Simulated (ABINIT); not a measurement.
WS2, a slab with vacuum:

```
W S
1.0
     3.18352    0.00000    0.00000
    -1.59176    2.75701    0.00000
     0.00000    0.00000   16.95058
W S
1 2
Direct
  0.00000 0.00000 0.00000
  0.33333 0.66667 0.09200
  0.33333 0.66667 0.90800
```

Program: ABINIT 10.8.3 (patched build). Alike in all runs: potentials or basis JTH PAW LDA v2.0; no spin polarisation; cell as given; cutoff (eV) 544; smearing fermi-dirac 0.05 eV. Hardware: 1 thread of Intel(R) Xeon(R) 6975P-C (Granite Rapids) (shared host).

Q: Order these runs on this cell by their wall time, lowest first.
A. task band structure; level LDA-PZ; k mesh 10 × 10 × 2
B. task single point; level LDA; k mesh 13 × 13 × 3
C. task single point; level LDA; k mesh 8 × 8 × 2

A: C (69 s), B (140 s), A (360 s).

Not every run made on this cell is shown here.
